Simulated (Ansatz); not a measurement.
Wanted: the native input for an Ansatz 0.2.0 run.

* Task: band structure
* Functional: LDA
* Potentials or basis: all-electron LAPW, scalar-relativistic
* Cutoff: 213 eV (chosen from the basis error)
* Basis error allowed: 0.001 eV/atom
* k mesh: 10 × 10 × 5
* Occupations: fermi-dirac, width 0.05 eV
* Spin: no spin polarisation

Crystal: Hf.

```
Hf
1.0
     3.19670    0.00000    0.00000
    -1.59835    2.76842    0.00000
     0.00000    0.00000    5.05780
Hf
2
Direct
  0.66667 0.33333 0.75000
  0.33333 0.66667 0.25000
```

These files were run (other wordings do the same):

input.yaml

```yaml
crystal:
  lattice:
    - [3.1967, 0.0, 0.0]
    - [-1.59835, 2.7684234083, 0.0]
    - [0.0, 0.0, 5.0578]
  atoms:
    - { symbol: Hf, position: [0.6666666667, 0.3333333333, 0.75] }
    - { symbol: Hf, position: [0.3333333333, 0.6666666667, 0.25] }
kpoints:
  mp_grid: { grid: [10, 10, 5] }
  band_path:
    path:
      - [0.0, 0.0, 0.0]
      - [0.5, 0.0, 0.0]
      - [0.3333333333, 0.3333333333, 0.0]
      - [0.0, 0.0, 0.0]
      - [0.0, 0.0, 0.5]
      - [0.5, 0.0, 0.5]
      - [0.3333333333, 0.3333333333, 0.5]
      - [0.0, 0.0, 0.5]
    npoints: 10
scf:
  occupations: { method: fermi_dirac, width: 0.05 }
hamiltonian:
  xc: lda
  pseudopotentials: { kind: all_electron, lapw: { basis_error: 0.001 } }
output:
  forces: true
  stress: true
  eigenvalues: true
```

Potentials or basis: all-electron LAPW, scalar-relativistic.

Command:

```console
$ ansatz run input.yaml --threads 1 --pin off --max-ram 3072MiB --backend cpu --events-out ev --progress --plain --runs-dir out
```

It gave:

- Pressure: -7.8 GPa
- Band gap along the path: none (metal or under the smearing width)

Caveat: spin-orbit coupling is left out, which moves the levels of the heavy elements.

It took 25 s on 1 thread of Arm Neoverse V1, with other jobs on the host, peak memory 0.33 GiB.
